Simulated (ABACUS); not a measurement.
**Al2Pt in ABACUS: the effect of basis**

Al2Pt:

```
Pt Al
1.0
     0.00000    2.95500    2.95500
     2.95500    0.00000    2.95500
     2.95500    2.95500    0.00000
Pt Al
1 2
Direct
  0.00000 0.00000 0.00000
  0.75000 0.75000 0.75000
  0.25000 0.25000 0.25000
```

Alike in all runs:

| Property | Result |
| --- | --- |
| Program | ABACUS 3.10.1 |
| Task | equation of state |
| Functional | PBE |
| Potentials or basis | PseudoDojo NC SR 0.4.1 PBE standard |
| k mesh | 6 × 6 × 6 |
| Occupations | fermi-dirac, width 0.05 eV |
| Spin | no spin polarisation |

```csv
basis,cutoff,V0 of scaled cells (Å³/atom),B0 (GPa)
DZP,1361 eV,17.65,127
TZDP,1361 eV,17.53,132
pw,1143 eV,?,?
```

What does the run with basis pw give?

V0 of scaled cells 17.49 Å³/atom; B0 130 GPa.

Caveats: the atomic orbitals were generated for these runs and aren't a published set (some runs); the basis of atomic orbitals isn't converged, which shifts pressures, moduli and gaps (some runs).
